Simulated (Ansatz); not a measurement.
## Molecular dynamics of Ba$_{20}$O

input.yaml

```yaml
accuracy: low
crystal:
  lattice:
    - [10.04, 0.0, 0.0]
    - [5.02, 7.099352, 0.0]
    - [0.0, 0.0, 25.198704]
  atoms:
    - { symbol: Ba, position: [0.0, 0.0, 0.0396846] }
    - { symbol: Ba, position: [0.5, 0.0, 0.0396846] }
    - { symbol: Ba, position: [0.0, 0.5, 0.0396846] }
    - { symbol: Ba, position: [0.5, 0.5, 0.0396846] }
    - { symbol: Ba, position: [-0.24837276, 0.49547449, 0.17754314] }
    - { symbol: Ba, position: [0.25327235, 0.49525668, 0.17748764] }
    - { symbol: Ba, position: [-0.24695884, 0.99450999, 0.17635209] }
    - { symbol: Ba, position: [0.2518871, 0.99619098, 0.17717125] }
    - { symbol: Ba, position: [0.00026655, -0.00843448, 0.31659633] }
    - { symbol: Ba, position: [0.50912164, -0.00900917, 0.31624053] }
    - { symbol: Ba, position: [0.00690726, 0.48729224, 0.31757231] }
    - { symbol: Ba, position: [0.50241273, 0.49532083, 0.319375] }
    - { symbol: Ba, position: [-0.23078506, 0.47609789, 0.45869117] }
    - { symbol: Ba, position: [0.25398226, 0.47873164, 0.45896114] }
    - { symbol: Ba, position: [-0.24299137, 0.98504719, 0.45947938] }
    - { symbol: Ba, position: [0.26495993, 0.97317711, 0.45466525] }
    - { symbol: Ba, position: [0.02899242, 0.02511821, 0.60219044] }
    - { symbol: Ba, position: [0.44589422, 0.02711548, 0.60279092] }
    - { symbol: Ba, position: [-0.03339089, 0.56483716, 0.59769702] }
    - { symbol: Ba, position: [0.48161855, 0.53977579, 0.60591182] }
    - { symbol: O, position: [0.31527394, 0.87192506, 0.61278663] }
basis:
  ecutwfc: 420.0
kpoints:
  mp_grid: { grid: [2, 2, 1] }
hamiltonian:
  xc: pbe
scf:
  occupations: { method: fermi_dirac, width: 0.05 }
  lower_state_search: "off"
  convergence: { dr2_threshold: 0.001 }
  max_iter: 74
md:
  timestep: 1
  n_steps: 200
  ensemble: nvt_langevin
  temperature: 1200.0
  initial_velocities: maxwell_boltzmann
  seed: 717308
  friction: 0.05
  constraints: [{ sites: [0, 1, 2, 3] }]
```

Run as:

```bash
$ ansatz run input.yaml --threads 4 --pin off --max-ram 10240MiB --backend cpu --events-out ev --progress --plain --runs-dir out
```

It starts from a relaxed structure.

Output, in part (step lines):

```
md step     0: t =     0.00 fs  T =  1200.0 K  F+E_penalty+E_count = -119558.00972300 eV  E_kin = 2.636904 eV  (6 SCF iters)
md step     1: t =     1.00 fs  T =  1222.4 K  F+E_penalty+E_count = -119558.00836106 eV  E_kin = 2.686036 eV  (2 SCF iters)
md step     2: t =     2.00 fs  T =  1196.7 K  F+E_penalty+E_count = -119558.00694854 eV  E_kin = 2.629547 eV  (2 SCF iters)
md step     3: t =     3.00 fs  T =  1393.3 K  F+E_penalty+E_count = -119558.00338811 eV  E_kin = 3.061747 eV  (3 SCF iters)
md step     4: t =     4.00 fs  T =  1481.7 K  F+E_penalty+E_count = -119557.99860771 eV  E_kin = 3.255854 eV  (3 SCF iters)
md step     5: t =     5.00 fs  T =  1598.8 K  F+E_penalty+E_count = -119557.99292777 eV  E_kin = 3.513209 eV  (3 SCF iters)
md step     6: t =     6.00 fs  T =  1953.8 K  F+E_penalty+E_count = -119557.98344787 eV  E_kin = 4.293378 eV  (2 SCF iters)
md step     7: t =     7.00 fs  T =  2001.3 K  F+E_penalty+E_count = -119557.97076244 eV  E_kin = 4.397722 eV  (2 SCF iters)
[... lines left out ...]
md step   199: t =   199.00 fs  T =   845.0 K  F+E_penalty+E_count = -119557.07180369 eV  E_kin = 1.856868 eV  (3 SCF iters)
md step   200: t =   200.00 fs  T =   876.1 K  F+E_penalty+E_count = -119557.06617598 eV  E_kin = 1.925142 eV  (2 SCF iters)
```

The steps, from the saved trajectory:

```
time (fs)  T (K)  potential energy less start (eV)
        0   1200                             0.000
        6   1954                             0.026
       12   1622                             0.124
       18   1119                             0.253
       24   1215                             0.307
       30   1359                             0.350
       36   1494                             0.435
       42   1425                             0.528
       48   1266                             0.624
       54   1475                             0.756
       60   1497                             0.853
       66   1489                             0.911
       72   1265                             0.979
       78   1107                             1.035
       84    971                             1.053
       90   1205                             1.035
       96   1162                             0.985
      102   1086                             0.901
      108   1157                             0.783
      114   1505                             0.718
      120   1415                             0.702
      126    692                             0.727
      132    811                             0.756
      138    960                             0.765
      144    845                             0.788
      150    912                             0.823
      156    965                             0.829
      162   1077                             0.883
      168    834                             0.962
      174   1012                             1.018
      180    884                             1.008
      186   1035                             0.975
      192    847                             0.934
      198    745                             0.934
```

The run went to its last step. The mean temperature of the second half is 16 % below the set value. A run of 0.2 ps of so small a system gives no equilibrium averages. The SCF threshold is loose, so the forces are noisy. Limits of this set-up: coarse k mesh, slab without dipole correction, low accuracy level.

Mean squared displacements from the first frame to the last: Ba 0.09 Å², O 0.31 Å².

Last frame:

```xyz
21
Lattice="10.0400 0.0000 0.0000 5.0200 7.0994 0.0000 0.0000 0.0000 25.1987" Properties=species:S:1:pos:R:3
Ba 0.000 0.000 1.000
Ba 5.020 0.000 1.000
Ba 2.510 3.550 1.000
Ba 7.530 3.550 1.000
Ba 0.006 3.420 4.269
Ba 4.965 3.557 4.423
Ba 2.280 6.929 4.214
Ba 7.794 6.971 4.163
Ba -0.298 -0.210 7.780
Ba 4.956 -0.079 8.286
Ba 2.506 3.594 7.831
Ba 7.439 3.397 7.865
Ba -0.220 3.324 11.670
Ba 4.590 3.389 11.572
Ba 2.447 6.987 11.401
Ba 7.364 7.112 11.466
Ba 0.367 0.005 15.190
Ba 4.487 -0.006 15.642
Ba 2.521 3.684 15.178
Ba 7.238 3.464 15.465
O 7.463 5.816 15.041
```

Time of the run: 11 min on 4 threads of AMD EPYC 9R45 96-Core Processor (Zen 5), with other jobs on the host, peak memory 5.4 GiB.
